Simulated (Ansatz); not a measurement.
**Converging the field response of a SrO (001) film**

Which settings does the induced dipole of a SrO (001) film need, and which can be cut?

Method: plane-wave DFT, PBE, Ansatz PAW, in the first sound run; inputs show where later runs differ, in Ansatz 0.2.0.

**1. The structure**

The cell holds 10 atoms: 5 Sr and 5 O. Its edges and angles: a = 3.649 Å, b = 3.649 Å, c = 28.320 Å, α = 90.0°, β = 90.0°, γ = 90.0°. It derives from SrO (rocksalt SrO). Vacuum lies along c.

**2. Run, setting first choice**

The first choice: the default cutoff of 420 eV, a 8×8×1 mesh, 18 Å of vacuum, 0.1 V/Å and a tight threshold. Each later run changes one input against this one; other functionals and files bring their own cutoffs.

File input.yaml:

```yaml
crystal:
  lattice:
    - [3.64867099, 0.0, 0.0]
    - [0.0, 3.64867099, 0.0]
    - [0.0, 0.0, 28.32]
  atoms:
    - { symbol: Sr, position: [0.5, 0.5, 0.3177966102] }
    - { symbol: O, position: [0.0, 0.0, 0.3177966102] }
    - { symbol: Sr, position: [0.0, 0.0, 0.4088983051] }
    - { symbol: O, position: [0.5, 0.5, 0.4088983051] }
    - { symbol: Sr, position: [0.5, 0.5, 0.5] }
    - { symbol: O, position: [0.0, 0.0, 0.5] }
    - { symbol: Sr, position: [0.0, 0.0, 0.5911016949] }
    - { symbol: O, position: [0.5, 0.5, 0.5911016949] }
    - { symbol: Sr, position: [0.5, 0.5, 0.6822033898] }
    - { symbol: O, position: [0.0, 0.0, 0.6822033898] }
kpoints:
  mp_grid: { grid: [8, 8, 1] }
hamiltonian:
  xc: pbe
scf:
  occupations: { method: fixed }
  convergence: { dr2_threshold: 1.0e-10 }
efield:
  axis: 3
  dipole_correction: true
  ramp_position: 0.97
  ramp_width: 0.06
  amplitude: 0.1
output:
  write_potential: true
  write_density: true
  volumetric_format: npy
```

Launch:

```bash
$ ansatz run input.yaml --threads 4 --pin off --max-ram 6144MiB --backend cpu --events-out ev --progress --plain --runs-dir out
```

Numbers of over 12 decimals in the logs are rounded to 6 here.

What it wrote:

```text
Engine: ansatz 0.2.0, x86_64-unknown-linux-gnu
Pseudopotentials: kind: paw
Pseudopotential: Sr, paw, valence charge 10, recommended cutoff 420 eV (normal), Sr.paw.azcp
Pseudopotential: O, paw, valence charge 6, recommended cutoff 420 eV (normal), O.paw.azcp
Functional definition: PBE
  parameter kappa = 0.804
  parameter beta = 0.066725
  exchange = pbe_x(kappa = kappa, mu = beta*pi^2/3)
  correlation = pbe_c(beta = beta)
Crystal: 10 atoms, lattice volume = 377.018 Å³
Basis set: ecut = 420 eV, 7367 PW (Γ)
Bands: 50, of which v1, the nominal top of the filled ones, is band 40 counted from 1 (39 counted from 0)
Symmetry: 8 space group operations
k-points: 15 of 64
Non-local potential: Sr, projectors of the file, l = 0: 3, l = 1: 2, l = 2: 2
Non-local potential: O, projectors of the file, l = 0: 2, l = 1: 2, l = 2: 1
PAW form: soft (Blöchl's): semilocal exchange-correlation on the pseudo side does not see the compensation charge
PAW one-centre angular grid: Sr, 110 points (default); XC on 64 Gauss nodes
PAW one-centre angular grid: O, 110 points (default); XC on 64 Gauss nodes
Initial density: superposition of atomic densities (neutral atoms: chi_scale 0, normalization atom, screened)
Initial wavefunctions: pseudopotential atomic-orbital guess
Functional: x = pbe(κ = 0.804, μ = 0.219515), c = pbe(β = 0.066725)
SCF iter   1: F=—  HF=-20585.253055 eV  |F-HF|=—  |Δ(HF+E_count)|=         —  Δρ=9.64e-2  dr2=4.74e1  ethr=3.10e-3  p=0.104 e·Å  D=4.97e-2 V/Å  ΔV_dip=-1.41 eV  dr2_dipole=2.41e-3  V_vac-E_F(+/−)=13.50/12.31 eV  ⟨swp⟩=7.7  Hψ=3653  notcnv=0  defer=108
efield: sawtooth ramp at fractional position 0.9700 (set: `efield.ramp_position`, or a place that a band, a saddle search or an elastic batch's reference lends), width 0.0600; the density the first Hamiltonian is built on has a dipole p = 0.104 e·Å; the dipole correction subtracts the counter field D = 4.97e-2 V/Å, which shifts the + side's vacuum level by -1.41 eV against the − side's; the planar-averaged density in the ramp window peaks in size at 3.3e-7 e/Å³
preconditioner: auto → Resta (q_TF=auto, 2.107 Å⁻¹)  ε∞=2.0  [insulator: Δε(μ)=5.900 eV  Ē_g=16.042 eV  n_scr=62 (ndim 8)  ℏωp=16.0 eV  f_vac=0.469  ε∞_Penn≈2.0  vacuum switching on, ρ_ref=1.9e-2 e/Å³]
SCF iter   2: F=—  HF=-20575.060213 eV  |F-HF|=—  |Δ(HF+E_count)|=    1.02e1  Δρ=7.34e-2  dr2=1.27e1  ethr=3.10e-3  p=0.074 e·Å  D=3.55e-2 V/Å  ΔV_dip=-1.01 eV  dr2_dipole=6.19e-4  V_vac-E_F(+/−)=5.73/4.14 eV  ⟨swp⟩=5.3  Hψ=2074  notcnv=0  defer=114  κ⁻¹=1.0e0(r=1)
SCF iter   3: F=—  HF=-20572.510104 eV  |F-HF|=—  |Δ(HF+E_count)|=    2.55e0  Δρ=1.42e-2  dr2=1.27e0  ethr=3.10e-3  p=0.084 e·Å  D=4.04e-2 V/Å  ΔV_dip=-1.14 eV  dr2_dipole=2.90e-4  V_vac-E_F(+/−)=6.62/5.17 eV  ⟨swp⟩=3.6  Hψ=1614  notcnv=0  defer=110  κ⁻¹=4.9e-3(r=2)
SCF iter   4: F=—  HF=-20572.313138 eV  |F-HF|=—  |Δ(HF+E_count)|=   1.97e-1  Δρ=7.92e-3  dr2=2.16e-1  ethr=1.59e-3  p=0.069 e·Å  D=3.29e-2 V/Å  ΔV_dip=-0.93 eV  dr2_dipole=3.55e-4  V_vac-E_F(+/−)=4.09/2.42 eV  ⟨swp⟩=3.9  Hψ=1207  notcnv=0  defer=110  κ⁻¹=2.1e-3(r=3)
SCF iter   5: F=—  HF=-20572.281786 eV  |F-HF|=—  |Δ(HF+E_count)|=   3.14e-2  Δρ=2.46e-3  dr2=1.88e-2  ethr=2.70e-4  p=0.076 e·Å  D=3.64e-2 V/Å  ΔV_dip=-1.03 eV  dr2_dipole=1.06e-5  V_vac-E_F(+/−)=4.43/2.86 eV  ⟨swp⟩=2.3  Hψ=1082  notcnv=0  defer=118  κ⁻¹=4.9e-4(r=4)
SCF iter   6: F=—  HF=-20572.286064 eV  |F-HF|=—  |Δ(HF+E_count)|=   4.28e-3  Δρ=1.21e-3  dr2=7.30e-3  ethr=2.35e-5  p=0.079 e·Å  D=3.80e-2 V/Å  ΔV_dip=-1.08 eV  dr2_dipole=1.26e-5  V_vac-E_F(+/−)=4.48/2.96 eV  ⟨swp⟩=3.9  Hψ=1255  notcnv=0  defer=120  κ⁻¹=2.0e-5(r=5)
SCF iter   7: F=—  HF=-20572.288056 eV  |F-HF|=—  |Δ(HF+E_count)|=   1.99e-3  Δρ=7.84e-4  dr2=4.00e-3  ethr=9.13e-6  p=0.076 e·Å  D=3.66e-2 V/Å  ΔV_dip=-1.04 eV  dr2_dipole=8.94e-6  V_vac-E_F(+/−)=4.27/2.71 eV  ⟨swp⟩=4.1  Hψ=1283  notcnv=0  defer=120  κ⁻¹=5.8e-6(r=6)
SCF iter   8: F=—  HF=-20572.287222 eV  |F-HF|=—  |Δ(HF+E_count)|=   8.33e-4  Δρ=9.60e-5  dr2=2.97e-5  ethr=5.00e-6  p=0.078 e·Å  D=3.73e-2 V/Å  ΔV_dip=-1.06 eV  dr2_dipole=3.25e-8  V_vac-E_F(+/−)=4.36/2.81 eV  ⟨swp⟩=2.7  Hψ=978  notcnv=0  defer=120  κ⁻¹=3.7e-7(r=7)
SCF iter   9: F=—  HF=-20572.287249 eV  |F-HF|=—  |Δ(HF+E_count)|=   2.62e-5  Δρ=6.32e-5  dr2=1.72e-5  ethr=3.71e-8  p=0.078 e·Å  D=3.73e-2 V/Å  ΔV_dip=-1.06 eV  dr2_dipole=2.10e-8  V_vac-E_F(+/−)=4.37/2.82 eV  ⟨swp⟩=2.4  Hψ=1335  notcnv=0  defer=119  κ⁻¹=1.5e-7(r=8)
SCF iter  10: F=—  HF=-20572.287249 eV  |F-HF|=—  |Δ(HF+E_count)|=   3.01e-7  Δρ=2.02e-5  dr2=1.62e-6  ethr=2.14e-8  p=0.078 e·Å  D=3.73e-2 V/Å  ΔV_dip=-1.06 eV  dr2_dipole=4.52e-9  V_vac-E_F(+/−)=4.36/2.82 eV  ⟨swp⟩=2.0  Hψ=922  notcnv=0  defer=115  κ⁻¹=7.7e-8(r=8)
SCF iter  11: F=—  HF=-20572.286912 eV  |F-HF|=—  |Δ(HF+E_count)|=   3.37e-4  Δρ=5.32e-6  dr2=5.49e-8  ethr=2.03e-9  p=0.078 e·Å  D=3.73e-2 V/Å  ΔV_dip=-1.06 eV  dr2_dipole=8.73e-11  V_vac-E_F(+/−)=4.36/2.82 eV  ⟨swp⟩=2.5  Hψ=1159  notcnv=0  defer=109  κ⁻¹=9.4e-8(r=8)
SCF iter  12: F=—  HF=-20572.286912 eV  |F-HF|=—  |Δ(HF+E_count)|=   8.47e-8  Δρ=2.26e-6  dr2=1.36e-8  ethr=6.86e-11  p=0.078 e·Å  D=3.73e-2 V/Å  ΔV_dip=-1.06 eV  dr2_dipole=1.35e-11  V_vac-E_F(+/−)=4.36/2.82 eV  ⟨swp⟩=2.6  Hψ=1327  notcnv=0  defer=109  κ⁻¹=1.3e-7(r=8)
SCF iter  13: F=—  HF=-20572.286912 eV  |F-HF|=—  |Δ(HF+E_count)|=   1.36e-8  Δρ=1.06e-6  dr2=3.12e-9  ethr=1.70e-11  p=0.078 e·Å  D=3.73e-2 V/Å  ΔV_dip=-1.06 eV  dr2_dipole=5.56e-14  V_vac-E_F(+/−)=4.36/2.82 eV  ⟨swp⟩=2.6  Hψ=1172  notcnv=0  defer=109  κ⁻¹=1.7e-7(r=8)
SCF iter  14: F=-20572.286912 eV  HF=-20572.286912 eV  |F-HF|=1.02e-10  |Δ(HF+E_count)|=   2.96e-9  Δρ=2.02e-7  dr2=8.50e-11  ethr=1.00e-12  p=0.078 e·Å  D=3.73e-2 V/Å  ΔV_dip=-1.06 eV  dr2_dipole=1.41e-13  V_vac-E_F(+/−)=4.36/2.82 eV  ⟨swp⟩=19.3  Hψ=5194  notcnv=0
SCF 1 converged in 14 iterations: F = -20572.286912 eV  dr2 = 8.50e-11
  greatest PAW one-centre occupation: 0.987 electrons in one spin orbital (limit 2), on the Sr atom at site 6 (counted from 0), in its partial waves of l = 0
WARN: The output density's exchange-correlation potential varies sharply where the density is thin. Do not read a vacuum level from v_tot or v_xc, or from such a field of the output density. On a cell that repeats whose density bears no net charge and no dipole along the vacuum's axis use v_es (v_loc + v_h of the components); under efield.dipole_correction with no amplitude use v_es + v_field, which holds any externa [...]
SCF converged after 14 iterations
Stability not checked: this state was not tested for a lower state beside it, because the mixer in use, unlike msr1, does not test its closes by its own steps (another_mixer; see scf.mixing.algorithm and scf.lower_state_search)
Free energy (F): -20572.286912 eV
Harris-Foulkes:  -20572.286912 eV  (|F-HF|=1.02e-10)
Internal energy: -20572.286912 eV  (E = F + TS)
E sigma→0 (E₀):  -20572.286912 eV
Fermi energy:    1.776525 eV
Dipole field:    D = 0.037292 V/Å  (p = 0.077700 e·Å, saw-weighted, corrected)
Work function:   not extracted (applied field tilts the vacuum); planar V_es + V_field profile in the machine report
Levels:          The Fermi level and band energies are counted from a zero that moves with the ramp; work functions are not
--- Per-component energies (eV) ---
  E_band       = -817.290573
  E_kinetic    = 2108.674872
  E_local      = -66716.994625  (includes V_loc(G=0)·N_el)
  E_nonlocal   = 1249.943394
  E_hartree    = 32106.336607
  E_xc         = -1244.623055
  E_vxc        = -1292.752043  (∫ρ·V_xc dr)
  E_paw        = -14261.188263  (= ΣΔE_a)
  E_vpaw       = -378.842620  (= ΣTr[D̂ρ^β])
  E_aug_tail   = 0.011946  (compensation charges beyond the density's cutoff)
  E_efield     = -0.006321  (sawtooth field / dipole correction)
  E_vefield    = -0.004872  (∫n·V_field dr)
  E_ewald      = 26185.558533
  E_smearing   = -0.000000  (= −TS)
  E_closure    = -0.000000  (closes the sum)
  Σ components = -20572.286912   (vs F -20572.286912, Δ=0.00e0)
--- Band table (eV; the first three rows and the last of 15) ---
  k-point 0: bands = [... 36 lower, 1.5229, 1.5229, 1.7765, 1.7765, 4.0251, 4.5500, 4.7855, 5.1955, ... 6 higher]
  k-point 1: bands = [... 36 lower, 1.2831, 1.3626, 1.4789, 1.6164, 4.2195, 4.7580, 5.1937, 5.4029, ... 6 higher]
  k-point 2: bands = [... 36 lower, 0.9631, 1.0063, 1.2348, 1.2600, 4.7323, 5.2814, 5.9521, 6.2371, ... 6 higher]
  k-point 14: bands = [... 36 lower, 1.2840, 1.5245, 1.5245, 1.5366, 4.9691, 4.9691, 5.8321, 5.8321, ... 6 higher]
```

It took 7 s on 4 threads of Intel Xeon Platinum 8488C (Sapphire Rapids), shared host; peak memory 0.85 GiB.

This step gave:

```yaml
gap_on_the_k_mesh: 2.249 eV
dipole_along_the_normal: 0.07770 e·Å
equivalent_conductor_thickness_p_eps_0ae: 10.56 Å
```

Running mean over 2.58 Å of the planar mean, with the applied field; the ramp of the sawtooth is left out. The electron's electrostatic potential energy less the highest filled level by z:

| z (Å) | electron's electrostatic potential energy less the highest filled level (eV) |
| --- | --- |
| 3.5 | 3.08 |
| 4.0 | 3.13 |
| 4.5 | 3.18 |
| 5.0 | 3.23 |
| 5.5 | 3.26 |
| 6.0 | 3.27 |
| 6.5 | 3.19 |
| 7.0 | 2.70 |
| 7.5 | 0.364 |
| 8.0 | -3.58 |
| 8.5 | -5.52 |
| 9.0 | -5.94 |
| 9.5 | -6.04 |
| 10.0 | -6.08 |
| 10.5 | -6.09 |
| 11.0 | -6.10 |
| 11.5 | -6.11 |
| 12.0 | -6.11 |
| 12.5 | -6.11 |
| 13.0 | -6.11 |
| 13.5 | -6.10 |
| 14.0 | -6.09 |
| 14.5 | -6.08 |
| 15.0 | -6.06 |
| 15.5 | -6.04 |
| 16.0 | -6.02 |
| 16.5 | -5.99 |
| 17.0 | -5.96 |
| 17.5 | -5.92 |
| 18.0 | -5.89 |
| 18.5 | -5.85 |
| 19.0 | -5.78 |
| 19.5 | -5.59 |
| 20.0 | -4.84 |
| 20.5 | -1.92 |
| 21.0 | 1.91 |
| 21.5 | 3.42 |
| 22.0 | 3.77 |
| 22.5 | 3.89 |
| 23.0 | 3.97 |
| 23.5 | 4.03 |
| 24.0 | 4.08 |
| 24.5 | 4.13 |
| 25.0 | 4.18 |

The dipole corresponds to a conductor 10.561 Å thick.

**3. Run, box 28.3 Å**

input.yaml: that of step 2 with these lines changed.

```diff
@@ -29,2 +29,4 @@
   amplitude: 0.1
+basis:
+  ecutwfc: "250 eV"
 output:
```

What it wrote:

```text
Warning: basis.ecutwfc = 250 eV is below the records' recommended 420 eV, and the density's cutoff is lower with it unless basis.ecutrho_ratio is high enough to keep the records' density cutoff: compare with a run at a higher cutoff
[...]
k-point 0: bands = [... 36 lower, 1.4612, 1.4612, 1.7152, 1.7152, 3.9807, 4.5080, 4.7842, 4.9828, ... 6 higher]
  k-point 1: bands = [... 36 lower, 1.2483, 1.3072, 1.4319, 1.5613, 4.1784, 4.7220, 5.1845, 5.1914, ... 6 higher]
  k-point 2: bands = [... 36 lower, 0.9269, 0.9563, 1.2099, 1.2131, 4.6960, 5.2520, 5.7310, 6.2360, ... 6 higher]
  k-point 14: bands = [... 36 lower, 1.2904, 1.5086, 1.5313, 1.5313, 4.9678, 4.9678, 5.8297, 5.8297, ... 6 higher]
[key lines of the parts left out:]
SCF converged after 14 iterations
Free energy (F): -20563.317047 eV
Fermi energy:    1.715155 eV
Dipole field:    D = 0.037335 V/Å  (p = 0.077788 e·Å, saw-weighted, corrected)
```

The job ended after 3.4 s (4 threads; peak memory 0.55 GiB; 13 s of CPU time).

The dipole corresponds to a conductor 10.573 Å thick, +0.11 % from the first choice, at 0.48 times its CPU time.

**4. Single point, box 28.3 Å**

input.yaml: that of step 3 with these lines changed.

```diff
@@ -30,3 +30,3 @@
 basis:
-  ecutwfc: "250 eV"
+  ecutwfc: "330 eV"
 output:
```

What it wrote:

```text
[...]
Crystal: 10 atoms, lattice volume = 377.018 Å³
Basis set: ecut = 330 eV, 5171 PW (Γ)
Bands: 50, of which v1, the nominal top of the filled ones, is band 40 counted from 1 (39 counted from 0)
Symmetry: 8 space group operations
k-points: 15 of 64
[...]
k-point 0: bands = [... 36 lower, 1.5200, 1.5200, 1.7736, 1.7736, 4.0182, 4.5441, 4.7847, 5.1333, ... 6 higher]
  k-point 1: bands = [... 36 lower, 1.2797, 1.3592, 1.4746, 1.6130, 4.2129, 4.7528, 5.1929, 5.3373, ... 6 higher]
  k-point 2: bands = [... 36 lower, 0.9602, 1.0031, 1.2328, 1.2569, 4.7262, 5.2768, 5.8842, 6.2365, ... 6 higher]
  k-point 14: bands = [... 36 lower, 1.2829, 1.5233, 1.5233, 1.5366, 4.9683, 4.9683, 5.8311, 5.8311, ... 6 higher]
[key lines of the parts left out:]
SCF converged after 14 iterations
Free energy (F): -20571.419750 eV
Fermi energy:    1.773567 eV
Dipole field:    D = 0.037297 V/Å  (p = 0.077709 e·Å, saw-weighted, corrected)
```

Run time: 4.8 s. Hardware: 4 threads; peak memory 0.71 GiB.

The dipole corresponds to a conductor 10.562 Å thick, +0.01 % from the first choice, at 0.68 times its CPU time.

**5. Run, box 28.3 Å (run 2)**

input.yaml: that of step 4 with these lines changed.

```diff
@@ -30,3 +30,3 @@
 basis:
-  ecutwfc: "330 eV"
+  ecutwfc: "600 eV"
 output:
```

What it wrote:

```text
[...]
Crystal: 10 atoms, lattice volume = 377.018 Å³
Basis set: ecut = 600 eV, 12657 PW (Γ)
Bands: 50, of which v1, the nominal top of the filled ones, is band 40 counted from 1 (39 counted from 0)
Symmetry: 8 space group operations
k-points: 15 of 64
[...]
k-point 0: bands = [... 36 lower, 1.5228, 1.5228, 1.7765, 1.7765, 4.0256, 4.5503, 4.7854, 5.2018, ... 6 higher]
  k-point 1: bands = [... 36 lower, 1.2831, 1.3625, 1.4789, 1.6162, 4.2200, 4.7583, 5.1936, 5.4097, ... 6 higher]
  k-point 2: bands = [... 36 lower, 0.9631, 1.0061, 1.2349, 1.2599, 4.7327, 5.2816, 5.9594, 6.2371, ... 6 higher]
  k-point 14: bands = [... 36 lower, 1.2839, 1.5246, 1.5246, 1.5366, 4.9690, 4.9690, 5.8322, 5.8322, ... 6 higher]
[key lines of the parts left out:]
SCF converged after 14 iterations
Free energy (F): -20572.317355 eV
Fermi energy:    1.776469 eV
Dipole field:    D = 0.037291 V/Å  (p = 0.077697 e·Å, saw-weighted, corrected)
```

The job ended after 13 s (4 threads; peak memory 1.3 GiB; 51 s of CPU time).

The dipole corresponds to a conductor 10.561 Å thick, -0.00 % from the first choice, at 1.9 times its CPU time.

**6. Run, box 28.3 Å (run 3)**

input.yaml: that of step 5 with these lines changed.

```diff
@@ -17,3 +17,3 @@
 kpoints:
-  mp_grid: { grid: [8, 8, 1] }
+  mp_grid: { grid: [1, 1, 1] }
 hamiltonian:
@@ -29,4 +29,2 @@
   amplitude: 0.1
-basis:
-  ecutwfc: "600 eV"
 output:
```

What it wrote:

```text
[...]
Crystal: 10 atoms, lattice volume = 377.018 Å³
Basis set: ecut = 420 eV, 7367 PW (Γ)
Bands: 50, of which v1, the nominal top of the filled ones, is band 40 counted from 1 (39 counted from 0)
Symmetry: 8 space group operations
k-points: 1
[...]
Internal energy: -20555.092574 eV  (E = F + TS)
E sigma→0 (E₀):  -20555.092574 eV
Fermi energy:    2.238069 eV
Dipole field:    D = 0.046027 V/Å  (p = 0.095899 e·Å, saw-weighted, corrected)
Work function:   not extracted (applied field tilts the vacuum); planar V_es + V_field profile in the machine report
[...]
--- Band table (eV) ---
  k-point 0: bands = [... 36 lower, 2.0784, 2.0784, 2.2381, 2.2381, 4.0719, 4.1288, 4.4801, 4.6095, ... 6 higher]
[key lines of the parts left out:]
SCF converged after 15 iterations
Free energy (F): -20555.092574 eV
```

It took 0.96 s on 4 threads; peak memory 0.42 GiB; 2.6 s of CPU time.

The dipole corresponds to a conductor 13.035 Å thick, +23.42 % from the first choice, at 0.099 times its CPU time.

**7. Single point, box 28.3 Å (run 2)**

input.yaml: that of step 6 with these lines changed.

```diff
@@ -17,3 +17,3 @@
 kpoints:
-  mp_grid: { grid: [1, 1, 1] }
+  mp_grid: { grid: [2, 2, 1] }
 hamiltonian:
```

What it wrote:

```text
[...]
Crystal: 10 atoms, lattice volume = 377.018 Å³
Basis set: ecut = 420 eV, 7367 PW (Γ)
Bands: 50, of which v1, the nominal top of the filled ones, is band 40 counted from 1 (39 counted from 0)
Symmetry: 8 space group operations
k-points: 3 of 4
[...]
Work function:   not extracted (applied field tilts the vacuum); planar V_es + V_field profile in the machine report
[...]
--- Band table (eV) ---
  k-point 0: bands = [... 36 lower, 1.6175, 1.6175, 1.8553, 1.8553, 4.0344, 4.5414, 4.7735, 5.2015, ... 6 higher]
  k-point 1: bands = [... 36 lower, 0.7397, 0.8769, 0.9226, 1.1823, 6.3214, 6.7734, 6.7734, 7.2282, ... 6 higher]
  k-point 2: bands = [... 36 lower, 1.3669, 1.5936, 1.5936, 1.6042, 4.9525, 4.9525, 5.8198, 5.8198, ... 6 higher]
[key lines of the parts left out:]
SCF converged after 14 iterations
Free energy (F): -20571.783579 eV
Fermi energy:    1.855344 eV
Dipole field:    D = 0.038324 V/Å  (p = 0.079850 e·Å, saw-weighted, corrected)
```

Wall time 1.3 s (4 threads); peak memory 0.61 GiB.

The dipole corresponds to a conductor 10.853 Å thick, +2.77 % from the first choice, at 0.16 times its CPU time.

**8. Run, box 28.3 Å (run 4)**

input.yaml: that of step 7 with these lines changed.

```diff
@@ -17,3 +17,3 @@
 kpoints:
-  mp_grid: { grid: [2, 2, 1] }
+  mp_grid: { grid: [4, 4, 1] }
 hamiltonian:
```

What it wrote:

```text
[...]
Crystal: 10 atoms, lattice volume = 377.018 Å³
Basis set: ecut = 420 eV, 7367 PW (Γ)
Bands: 50, of which v1, the nominal top of the filled ones, is band 40 counted from 1 (39 counted from 0)
Symmetry: 8 space group operations
k-points: 6 of 16
[...]
k-point 0: bands = [... 36 lower, 1.5264, 1.5264, 1.7797, 1.7797, 4.0257, 4.5503, 4.7860, 5.1958, ... 6 higher]
  k-point 1: bands = [... 36 lower, 0.9656, 1.0095, 1.2372, 1.2630, 4.7328, 5.2816, 5.9523, 6.2378, ... 6 higher]
  k-point 2: bands = [... 36 lower, 0.6948, 0.8142, 0.8581, 1.1288, 6.3170, 6.7616, 6.7897, 7.2337, ... 6 higher]
  k-point 5: bands = [... 36 lower, 1.2871, 1.5274, 1.5274, 1.5392, 4.9693, 4.9693, 5.8325, 5.8325, ... 6 higher]
[key lines of the parts left out:]
SCF converged after 14 iterations
Free energy (F): -20572.279816 eV
Fermi energy:    1.779744 eV
Dipole field:    D = 0.037303 V/Å  (p = 0.077722 e·Å, saw-weighted, corrected)
```

Wall time 3.3 s (4 threads); peak memory 0.69 GiB.

The dipole corresponds to a conductor 10.564 Å thick, +0.03 % from the first choice, at 0.45 times its CPU time.

**9. Run, box 28.3 Å (run 5)**

input.yaml: that of step 8 with these lines changed.

```diff
@@ -17,3 +17,3 @@
 kpoints:
-  mp_grid: { grid: [4, 4, 1] }
+  mp_grid: { grid: [16, 16, 1] }
 hamiltonian:
```

What it wrote:

```text
[...]
Crystal: 10 atoms, lattice volume = 377.018 Å³
Basis set: ecut = 420 eV, 7367 PW (Γ)
Bands: 50, of which v1, the nominal top of the filled ones, is band 40 counted from 1 (39 counted from 0)
Symmetry: 8 space group operations
k-points: 45 of 256
[...]
k-point 0: bands = [... 36 lower, 1.5229, 1.5229, 1.7765, 1.7765, 4.0251, 4.5500, 4.7855, 5.1955, ... 6 higher]
  k-point 1: bands = [... 36 lower, 1.4406, 1.4804, 1.6923, 1.7341, 4.0763, 4.6055, 4.8915, 5.2501, ... 6 higher]
  k-point 2: bands = [... 36 lower, 1.2831, 1.3626, 1.4789, 1.6163, 4.2195, 4.7580, 5.1937, 5.4029, ... 6 higher]
  k-point 44: bands = [... 36 lower, 1.2840, 1.5245, 1.5245, 1.5366, 4.9691, 4.9691, 5.8321, 5.8321, ... 6 higher]
[key lines of the parts left out:]
SCF converged after 15 iterations
Free energy (F): -20572.286936 eV
Fermi energy:    1.776502 eV
Dipole field:    D = 0.037292 V/Å  (p = 0.077699 e·Å, saw-weighted, corrected)
```

The job ended after 23 s (4 threads; peak memory 1.2 GiB; 91 s of CPU time).

The dipole corresponds to a conductor 10.561 Å thick, -0.00 % from the first choice, at 3.4 times its CPU time.

(Continued in part 2 of 3.)

[Logs are printed without paths, hosts, clocks, repeated set-up lines and the standing remarks that a program may print on its own settings, such as how far it seeks lower states.]

[Hosts, paths, dates, database ids (printed as entryN), source tags and the programs' standing remarks are cut or masked in the printed files.]

[Maps of the electrostatic potential energy from Ansatz leave out the sawtooth potential of an applied field or a dipole correction, so their vacuum need not be flat; planar profiles and work functions include it.]
